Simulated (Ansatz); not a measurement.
# AlN (F-43m) in Ansatz: notebook

Runs on AlN. Level: r2SCAN+D3(BJ). Tasks: single point, equation of state.

Everything below comes from runs of Ansatz 0.2.0. Logs are shortened: lines on timing, memory, paths and dates and some standing lists are left out, and cuts for length are marked.

## Step 1: The structure

It takes space group F-43m (No. 216, cubic). The conventional cell has a = 4.368 Å, b = 4.368 Å, c = 4.368 Å, α = 90.00°, β = 90.00°, γ = 90.00°. Al (site symmetry -43m) has 4 N at 1.89 Å as nearest neighbours. N (site symmetry -43m) has 4 Al at 1.89 Å as nearest neighbours.

Measurements of this composition are mostly on another form, of space group No. 186.

## Step 2: Single point, r2SCAN+D3(BJ), 9.79 Å³/atom (volume scaled by 0.94)

Contents of input.yaml:

```yaml
crystal:
  lattice:
    - [0.0, 2.1394097525, 2.1394097525]
    - [2.1394097525, 0.0, 2.1394097525]
    - [2.1394097525, 2.1394097525, 0.0]
  atoms:
    - { symbol: Al, position: [0.0, 0.0, 0.0] }
    - { symbol: "N", position: [0.25, 0.25, 0.25] }
hamiltonian:
  xc: r2scan
  pseudopotentials: { kind: paw }
  dispersion: d3bj
kpoints:
  mp_grid: { grid: [10, 10, 10] }
scf:
  occupations: { method: fermi_dirac, width: 0.05 }
output:
  forces: true
  stress: true
  eigenvalues: true
```

Potentials or basis: Ansatz PAW.

Started as:

```console
$ ansatz run input.yaml --threads 2 --pin off --max-ram 5120MiB --backend cpu --events-out ev --progress --plain --runs-dir out
```

Standard output:

```text
Warning: the engine holds no damping parameters fitted to this dispersion correction and functional, so the run takes those fitted to r2scan beside the three-body term, which d3bj leaves out (hamiltonian.dispersion, under Limitations)
Warning: RAYON_NUM_THREADS=2 ignored (pool sized by the plan → 2); use --threads N
Engine: ansatz 0.2.0, aarch64-unknown-linux-gnu
Pseudopotentials: kind: paw
Pseudopotential: Al, paw, valence charge 3, recommended cutoff 500 eV (meta_gga), Al.paw.azcp
Pseudopotential: N, paw, valence charge 5, recommended cutoff 500 eV (meta_gga), N.paw.azcp
Functional definition: r2SCAN
  parameter k0 = 0.174
  parameter k1 = 0.065
  parameter a1 = 4.9479
  exchange = r2scan_x(k0 = k0, k1 = k1, a1 = a1)
  correlation = r2scan_c
Crystal: 2 atoms, lattice volume = 19.584 Å³
Basis set: ecut = 500 eV, 531 PW (Γ), exchange–correlation on 96×96×96 points (64 copies of the dense FFT grid, shifted against one another)
Bands: 8, of which v1, the nominal top of the filled ones, is band 4 counted from 1 (3 counted from 0)
Symmetry: 24 space group operations
Space group: F-43m (ITA 216), of the structure as read, at distance tolerance 2.7e-5 Å
k-points: 47 of 1000 (time reversal used)
Non-local potential: Al, projectors of the file, l = 0: 2, l = 1: 2, l = 2: 1
Non-local potential: N, projectors of the file, l = 0: 2, l = 1: 2, l = 2: 1
PAW form: soft (Blöchl's): semilocal exchange-correlation on the pseudo side does not see the compensation charge
PAW frozen core: Al, regenerated for the run's functional (the file was generated under x = pbe(κ = 0.804, μ = 0.2195149727645171), c = pbe(β = 0.06672455060314922))
PAW frozen core: N, regenerated for the run's functional (the file was generated under x = pbe(κ = 0.804, μ = 0.2195149727645171), c = pbe(β = 0.06672455060314922))
PAW one-centre angular grid: Al, 302 points (default); XC on 160 Gauss nodes
PAW one-centre angular grid: N, 302 points (default); XC on 160 Gauss nodes
Initial density: superposition of atomic densities (neutral atoms: chi_scale 0, normalization atom), corrected by the library's trained network
Initial wavefunctions: pseudopotential atomic-orbital guess
Functional: x = r2scan, c = r2scan; τ floored in thin density (d = 2e-4 eV/Å³)
SCF iter   1: F=—  HF=-928.573170 eV  |F-HF|=—  |Δ(HF+E_count)|=         —  Δρ=6.95e-3  dr2=9.88e-3  dr2_τ=1.84e-1  ethr=1.77e-3  ⟨swp⟩=4.9  Hψ=2805  notcnv=0
preconditioner: auto → none  [insulator: Δε(μ)=4.005 eV  Ē_g=17.209 eV  σ=0.050 eV  W_gap=1.00  n_scr=0 (ndim 8)  ℏωp=23.7 eV  f_vac=0.000  D(μ)=0.00/eV (n_scr^D=0)  ε∞_Penn≈2.9]
SCF iter   2: F=—  HF=-928.650747 eV  |F-HF|=—  |Δ(HF+E_count)|=   7.76e-2  Δρ=4.62e-3  dr2=1.87e-3  dr2_τ=1.68e-4  ethr=1.23e-4  ⟨swp⟩=2.2  Hψ=1139  notcnv=0
SCF iter   3: F=—  HF=-928.650580 eV  |F-HF|=—  |Δ(HF+E_count)|=   1.66e-4  Δρ=8.86e-4  dr2=8.79e-5  dr2_τ=2.84e-5  ethr=2.34e-5  ⟨swp⟩=1.5  Hψ=399  notcnv=0
SCF iter   4: F=—  HF=-928.650571 eV  |F-HF|=—  |Δ(HF+E_count)|=   9.62e-6  Δρ=1.48e-4  dr2=4.23e-6  dr2_τ=2.75e-7  ethr=1.10e-6  ⟨swp⟩=2.1  Hψ=565  notcnv=0
SCF iter   5: F=—  HF=-928.650570 eV  |F-HF|=—  |Δ(HF+E_count)|=   9.04e-7  Δρ=6.62e-5  dr2=1.00e-6  dr2_τ=6.15e-8  ethr=5.29e-8  ⟨swp⟩=2.0  Hψ=543  notcnv=0
SCF iter   6: F=—  HF=-928.650570 eV  |F-HF|=—  |Δ(HF+E_count)|=   1.02e-7  Δρ=2.71e-5  dr2=1.67e-7  dr2_τ=2.48e-9  ethr=1.25e-8  ⟨swp⟩=1.8  Hψ=485  notcnv=0
SCF iter   7: F=-928.650570 eV  HF=-928.650570 eV  |F-HF|=5.41e-9  |Δ(HF+E_count)|=   2.71e-8  Δρ=6.39e-6  dr2=9.29e-9  dr2_τ=1.67e-10  ethr=1.25e-9  ⟨swp⟩=4.2  Hψ=1215  notcnv=0
SCF 1 converged in 7 iterations: F = -928.650570 eV  dr2 = 9.29e-9
SCF converged after 7 iterations
Free energy (F): -928.650570 eV
Harris-Foulkes:  -928.650570 eV  (|F-HF|=5.41e-9)
Internal energy: -928.650570 eV  (E = F + TS)
E sigma→0 (E₀):  -928.650570 eV
Fermi energy:    9.404941 eV
--- Per-component energies (eV) ---
  E_band       = 15.826785
  E_kinetic    = 163.408984
  E_local      = -217.850198  (includes V_loc(G=0)·N_el)
  E_nonlocal   = 54.999208
  E_hartree    = 76.578170
  E_xc         = -99.698266
  E_vxc        = -120.253694  (∫ρ·V_xc dr)
  E_paw        = -602.944186  (= ΣΔE_a)
  E_vpaw       = -24.043267  (= ΣTr[D̂ρ^β])
  E_aug_tail   = 0.000020  (compensation charges beyond the density's cutoff)
  E_vtau       = 6.410923  (kinetic-family band-sum trace: ∫τ·v_τ [+ j·A + Jᵃ·Aᵃ] dr)
  E_ewald      = -302.784566
  E_disp       = -0.270064  (pairwise vdW)
  E_core_change = -0.089673  (= ΣΔE_core)
  E_smearing   = -0.000000  (= −TS)
  E_closure    = 0.000000  (closes the sum)
  Σ components = -928.650570   (vs F -928.650570, Δ=0.00e0)
--- Forces (eV/Å), atoms counted from 1 ---
  atom   1  Al     0.00000000    -0.00000000     0.00000000
  atom   2  N     -0.00000000     0.00000000    -0.00000000
  max |Σ_I F_I| component: 2.22e-16 eV/Å
--- Stress (GPa, compression-positive) ---
       12.743783       0.000000      -0.000000
        0.000000      12.743783       0.000000
       -0.000000       0.000000      12.743783
  P = ⅓ Tr σ = 12.7438 GPa (127.438 kbar)
--- Band table (eV; the first three rows and the last of 47) ---
  k-point 0: bands = ["-8.7487", "7.3610", "7.3610", "7.3610", "12.8015", "21.5450", "21.5450", "21.5451"]
  k-point 1: bands = ["-8.5913", "6.5525", "7.3083", "7.3083", "13.4518", "21.1597", "21.6918", "21.6919"]
  k-point 2: bands = ["-8.1438", "4.8751", "7.1764", "7.1764", "14.6207", "20.3397", "21.5108", "21.5108"]
  k-point 46: bands = ["-5.8184", "3.1142", "4.0924", "4.6235", "13.8934", "19.6067", "21.3088", "21.9773"]
```

Wall time 0.98 s (2 threads of Arm Neoverse V2, shared host); peak memory 0.32 GiB.

Results:

```yaml
Free_energy: -928.6506 eV
Pressure: 12.7 GPa
Band_gap_on_the_k_mesh: 3.99 eV, indirect (least direct gap 5.44 eV)
```

Caveat: the PAW data sets come from PBE, with cores solved anew for the run's functional, which leaves a small shift of forces and pressure; the dispersion damping was fitted for another functional or another form of the correction.

## Step 3: Single point, r2SCAN+D3(BJ), 10.00 Å³/atom (volume scaled by 0.96)

Changes to input.yaml since step 2:

```diff
@@ -2,5 +2,5 @@
   lattice:
-    - [0.0, 2.1394097525, 2.1394097525]
-    - [2.1394097525, 0.0, 2.1394097525]
-    - [2.1394097525, 2.1394097525, 0.0]
+    - [0.0, 2.1544765148, 2.1544765148]
+    - [2.1544765148, 0.0, 2.1544765148]
+    - [2.1544765148, 2.1544765148, 0.0]
   atoms:
```

Potentials or basis: Ansatz PAW.

Started as:

```console
$ ansatz run input.yaml --threads 2 --pin off --max-ram 5120MiB --backend cpu --events-out ev --progress --plain --runs-dir out
```

Run time: 0.98 s. Hardware: 2 threads of Arm Neoverse V2, shared host; peak memory 0.32 GiB.

The run converged. Its results:

```yaml
Free_energy: -928.6767 eV
Pressure: 7.4 GPa
Band_gap_on_the_k_mesh: 3.97 eV, indirect (least direct gap 5.24 eV)
```

Caveat: the PAW data sets come from PBE, with cores solved anew for the run's functional, which leaves a small shift of forces and pressure; the dispersion damping was fitted for another functional or another form of the correction.

## Step 4: Single point, r2SCAN+D3(BJ), 10.21 Å³/atom (volume scaled by 0.98)

Changes to input.yaml since step 3:

```diff
@@ -2,5 +2,5 @@
   lattice:
-    - [0.0, 2.1544765148, 2.1544765148]
-    - [2.1544765148, 0.0, 2.1544765148]
-    - [2.1544765148, 2.1544765148, 0.0]
+    - [0.0, 2.169335443, 2.169335443]
+    - [2.169335443, 0.0, 2.169335443]
+    - [2.169335443, 2.169335443, 0.0]
   atoms:
```

Started as:

```console
$ ansatz run input.yaml --threads 2 --pin off --max-ram 5120MiB --backend cpu --events-out ev --progress --plain --runs-dir out
```

Wall time 0.99 s (2 threads of Arm Neoverse V2, shared host); peak memory 0.32 GiB.

The run converged. Its results:

```
Free energy            : -928.6897 eV
Pressure               : 2.6 GPa
Band gap on the k mesh : 3.96 eV, indirect (least direct gap 5.04 eV)
```

Caveat: the PAW data sets come from PBE, with cores solved anew for the run's functional, which leaves a small shift of forces and pressure; the dispersion damping was fitted for another functional or another form of the correction.

## Step 5: Single point, r2SCAN+D3(BJ), 10.42 Å³/atom

Changes to input.yaml since step 4:

```diff
@@ -2,5 +2,5 @@
   lattice:
-    - [0.0, 2.169335443, 2.169335443]
-    - [2.169335443, 0.0, 2.169335443]
-    - [2.169335443, 2.169335443, 0.0]
+    - [0.0, 2.1839935596, 2.1839935596]
+    - [2.1839935596, 0.0, 2.1839935596]
+    - [2.1839935596, 2.1839935596, 0.0]
   atoms:
```

Started as:

```console
$ ansatz run input.yaml --threads 2 --pin off --max-ram 5120MiB --backend cpu --events-out ev --progress --plain --runs-dir out
```

Run time: 0.99 s. Hardware: 2 threads of Arm Neoverse V2, shared host; peak memory 0.32 GiB.

Results (log left out):

| Item | Value |
| --- | --- |
| Free energy | -928.6908 eV |
| Pressure | -1.7 GPa |
| Band gap on the k mesh | 3.94 eV, indirect (least direct gap 4.85 eV) |

Caveat: the PAW data sets come from PBE, with cores solved anew for the run's functional, which leaves a small shift of forces and pressure; the dispersion damping was fitted for another functional or another form of the correction.

## Step 6: Single point, r2SCAN+D3(BJ), 10.63 Å³/atom (volume scaled by 1.02)

Changes to input.yaml since step 5:

```diff
@@ -2,5 +2,5 @@
   lattice:
-    - [0.0, 2.1839935596, 2.1839935596]
-    - [2.1839935596, 0.0, 2.1839935596]
-    - [2.1839935596, 2.1839935596, 0.0]
+    - [0.0, 2.1984575146, 2.1984575146]
+    - [2.1984575146, 0.0, 2.1984575146]
+    - [2.1984575146, 2.1984575146, 0.0]
   atoms:
```

Potentials or basis: Ansatz PAW.

Started as:

```console
$ ansatz run input.yaml --threads 2 --pin off --max-ram 5120MiB --backend cpu --events-out ev --progress --plain --runs-dir out
```

Wall time 0.99 s (2 threads of Arm Neoverse V2, shared host); peak memory 0.32 GiB.

It converged, with:

```
Free energy            : -928.6812 eV
Pressure               : -5.7 GPa
Band gap on the k mesh : 3.93 eV, indirect (least direct gap 4.67 eV)
```

Caveat: the PAW data sets come from PBE, with cores solved anew for the run's functional, which leaves a small shift of forces and pressure; the dispersion damping was fitted for another functional or another form of the correction.

## Step 7: Single point, r2SCAN+D3(BJ), 10.83 Å³/atom (volume scaled by 1.04)

Changes to input.yaml since step 6:

```diff
@@ -2,5 +2,5 @@
   lattice:
-    - [0.0, 2.1984575146, 2.1984575146]
-    - [2.1984575146, 0.0, 2.1984575146]
-    - [2.1984575146, 2.1984575146, 0.0]
+    - [0.0, 2.2127336128, 2.2127336128]
+    - [2.2127336128, 0.0, 2.2127336128]
+    - [2.2127336128, 2.2127336128, 0.0]
   atoms:
```

Started as:

```console
$ ansatz run input.yaml --threads 2 --pin off --max-ram 5120MiB --backend cpu --events-out ev --progress --plain --runs-dir out
```

It took 0.99 s on 2 threads of Arm Neoverse V2, shared host; peak memory 0.32 GiB.

Results (log left out):

| Property | Result |
| --- | --- |
| Free energy | -928.6617 eV |
| Pressure | -9.3 GPa |
| Band gap on the k mesh | 3.91 eV, indirect (least direct gap 4.49 eV) |

Caveat: the PAW data sets come from PBE, with cores solved anew for the run's functional, which leaves a small shift of forces and pressure; the dispersion damping was fitted for another functional or another form of the correction.

## Step 8: Single point, r2SCAN+D3(BJ), 11.04 Å³/atom (volume scaled by 1.06)

Changes to input.yaml since step 7:

```diff
@@ -2,5 +2,5 @@
   lattice:
-    - [0.0, 2.2127336128, 2.2127336128]
-    - [2.2127336128, 0.0, 2.2127336128]
-    - [2.2127336128, 2.2127336128, 0.0]
+    - [0.0, 2.2268278375, 2.2268278375]
+    - [2.2268278375, 0.0, 2.2268278375]
+    - [2.2268278375, 2.2268278375, 0.0]
   atoms:
```

Started as:

```console
$ ansatz run input.yaml --threads 2 --pin off --max-ram 5120MiB --backend cpu --events-out ev --progress --plain --runs-dir out
```

It took 1 s on 2 threads of Arm Neoverse V2, shared host; peak memory 0.32 GiB.

Results (log left out):

| Quantity | Value |
| --- | --- |
| Free energy | -928.6333 eV |
| Pressure | -12.5 GPa |
| Band gap on the k mesh | 3.89 eV, indirect (least direct gap 4.32 eV) |

Caveat: the PAW data sets come from PBE, with cores solved anew for the run's functional, which leaves a small shift of forces and pressure; the dispersion damping was fitted for another functional or another form of the correction.

## Step 9: Equation of state, r2SCAN+D3(BJ)

Potentials or basis: Ansatz PAW.

No new run: the results of the series are fitted here.

Results:

```yaml
Equilibrium_volume: 10.33 Å³/atom
Bulk_modulus: 214 GPa
Pressure_derivative_of_the_bulk_modulus: 3.8
```

Energy against volume, from the lowest point:
```
volume (Å³/atom)  energy (meV/atom)
           9.792              20.14
          10.001               7.06
          10.209               0.56
          10.417               0.00
          10.626               4.84
          10.834              14.58
          11.042              28.76
```

Caveat: the PAW data sets were made with another functional, which shifts forces and pressure a little.
